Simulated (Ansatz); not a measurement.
MgO in the wurtzite structure, relaxed with r2SCAN: the symmetry is P6_3mc (No. 186, hexagonal); conventional cell a = 3.288 Å, c = 5.034 Å, 11.79 Å³ an atom. Mg is surrounded by 4 O at 1.97–1.99 Å; O is surrounded by 4 Mg at 1.97–1.99 Å. One-shot G0W0@r2SCAN in the PAW code Ansatz on a 6×6×4 mesh (contour deformation, no spin-orbit coupling), from an r2SCAN gap of 4.223 eV over the mesh points (the G0W0 gap is direct on the mesh); the number N of bands summed and the screening cutoff rise together. (Calculated; spin-unpolarised; the phase may be known or hypothetical.)

```
  N  cutoff (eV)  1000/N  G0W0 gap (eV)
123          100   8.130          5.914
274          180   3.650          6.170
```

Task: Lay a straight line in 1000/N through these rows.

Result: The slope is -0.0571 eV per unit of 1000/N and the intercept 6.379 eV.

Task: Predict the gap at N = 517 (260 eV).

Result: 6.379 + (-0.0571) × 1.934 = 6.269 eV; the run gives 6.270 eV, +0.001 eV from the line.

Task: With that run's result added, what limit do the last two rows suggest?

Result: Their slope is (6.270 − 6.170)/(1.934 − 3.650) = -0.0583, which meets 1/N = 0 at 6.38 eV, against 6.379 eV from the first line. The two lines nearly agree; the k mesh isn't extrapolated.
